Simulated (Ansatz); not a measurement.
**Ge: properties at the relaxed cell**

This session takes Ge and sets out to relax it again with other functionals.

Computed with Ansatz 0.2.0 (DFT PBE, scalar-relativistic, plane waves, PAW, unless a step's input says otherwise).

2 further runs of the same task are left out: 2 set aside as unsound or not needed.

## 1. The system as given

It takes space group P6_3/mmc (No. 194, hexagonal). The conventional cell has a = 4.058 Å, b = 4.058 Å, c = 6.693 Å, α = 90.00°, β = 90.00°, γ = 120.00°. Ge (site symmetry 3m) is surrounded by 4 Ge at 2.49 to 2.51 Å.

Coordinates:

```
Ge
1.0
     4.05816    0.00000    0.00000
    -2.02908    3.51447    0.00000
     0.00000    0.00000    6.69253
Ge
4
Direct
  0.66667 0.33333 0.06279
  0.33333 0.66667 0.56279
  0.66667 0.33333 0.43721
  0.33333 0.66667 0.93721
```

It goes back to an entry of the Materials Project, which need not be the stable form.

It is the result of an earlier relaxation at this level (volume 23.86 Å³/atom; gap on the mesh: none (metal)).

## 2. The cell under PBEsol

Input file input.yaml:

```yaml
crystal:
  lattice:
    - [4.0581567173, 0.0, 0.0]
    - [-2.0290783587, 3.5144668097, 0.0]
    - [0.0, 0.0, 6.692528205]
  atoms:
    - { symbol: Ge, position: [0.6666666667, 0.3333333333, 0.0627911822] }
    - { symbol: Ge, position: [0.3333333333, 0.6666666667, 0.5627911822] }
    - { symbol: Ge, position: [0.6666666667, 0.3333333333, 0.4372088178] }
    - { symbol: Ge, position: [0.3333333333, 0.6666666667, 0.9372088178] }
basis:
  ecutwfc: 420
kpoints:
  mp_grid: { grid: [12, 12, 6] }
hamiltonian:
  xc: pbesol
scf:
  occupations: { method: gaussian, width: 0.1 }
output:
  forces: true
  stress: true
  eigenvalues: true
  write_density: true
  write_potential: true
  elf: true
  volumetric_format: npy
relax:
  adjacent_minimum: "off"
  f_tol: 0.005
  max_steps: 50
  cell: { stress_tol: 0.05 }
```

Started as:

```bash
> ansatz run input.yaml --threads 2 --pin off --max-ram 5120MiB --backend cpu --events-out ev --progress --plain --runs-dir out
```

## 3. The cell under PBE+D3(BJ)

input.yaml, as its differences from that of step 2:

```diff
@@ -15,3 +15,4 @@
 hamiltonian:
-  xc: pbesol
+  xc: pbe
+  dispersion: d3bj
 scf:
```

## 4. The cell under LDA

input.yaml, as its differences from that of step 3:

```diff
@@ -15,4 +15,3 @@
 hamiltonian:
-  xc: pbe
-  dispersion: d3bj
+  xc: lda
 scf:
@@ -23,6 +22,2 @@
   eigenvalues: true
-  write_density: true
-  write_potential: true
-  elf: true
-  volumetric_format: npy
 relax:
```

## 5. Relaxing with r2SCAN

input.yaml, as its differences from that of step 4:

```diff
@@ -11,3 +11,3 @@
 basis:
-  ecutwfc: 420
+  ecutwfc: 500
 kpoints:
@@ -15,3 +15,3 @@
 hamiltonian:
-  xc: lda
+  xc: r2scan
 scf:
```

(Steps that only read results are left out.)

Q: Predict the outcome of this session.

As calculated:

The volumes rise in the order LDA, PBEsol, r2SCAN, PBE+D3(BJ), PBE, over 7.7 %.
